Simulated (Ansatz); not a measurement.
# ZnS2: the cost of one run

Program: Ansatz 0.2.0. Level of theory: DFT PBE, scalar-relativistic, plane waves, PAW. These are calculated values, not measurements.

1 further run of the same task is left out (it didn't finish).

## (1) The structure to begin with

It takes space group P4_2/mnm (No. 136, tetragonal). Conventional cell: a = 5.950 Å, b = 5.950 Å, c = 3.828 Å, α = 90.00°, β = 90.00°, γ = 90.00°. Zn (site symmetry mmm) has 6 S at 2.54 Å as nearest neighbours. S (site symmetry m2m) has 3 Zn at 2.54 Å as nearest neighbours.

Structure file:

```
Zn S
1.0
     5.94993    0.00000    0.00000
     0.00000    5.94993    0.00000
     0.00000    0.00000    3.82776
Zn S
2 4
Direct
  0.00000 0.00000 0.00000
  0.50000 0.50000 0.50000
  0.80228 0.19772 0.50000
  0.69772 0.69772 0.00000
  0.30228 0.30228 0.00000
  0.19772 0.80228 0.50000
```

A structure generator made this guess: species swapped into a database cell of CaBr2 (P4_2/mnm, No. 136), with Zn on the Ca sites and S on the Br sites. Lengths come from tabulated atomic sizes and are only a guess.

## (2) A first look at the guess

input.yaml reads:

```yaml
crystal:
  lattice:
    - [5.94992596, 0.0, 0.0]
    - [0.0, 5.94992596, 0.0]
    - [0.0, 0.0, 3.82776265]
  atoms:
    - { symbol: Zn, position: [0.0, 0.0, 0.0] }
    - { symbol: Zn, position: [0.5, 0.5, 0.5] }
    - { symbol: S, position: [0.80228097, 0.19771903, 0.5] }
    - { symbol: S, position: [0.69771903, 0.69771903, 0.0] }
    - { symbol: S, position: [0.30228097, 0.30228097, 0.0] }
    - { symbol: S, position: [0.19771903, 0.80228097, 0.5] }
basis:
  ecutwfc: 420
kpoints:
  mp_grid: { grid: [4, 4, 4] }
hamiltonian:
  xc: pbe
scf:
  occupations: { method: gaussian, width: 0.1 }
  lower_state_search: "off"
output:
  forces: true
  stress: true
  eigenvalues: true
```

Run with:

```console
ansatz run input.yaml --threads 1 --pin off --max-ram 2560MiB --backend cpu --events-out ev --progress --plain --runs-dir out
```

**Question.** How long does this run take on 1 thread of Arm Neoverse V1, shared host, and how much memory does it need?

About 4.5 s, with a peak of 0.37 GiB.
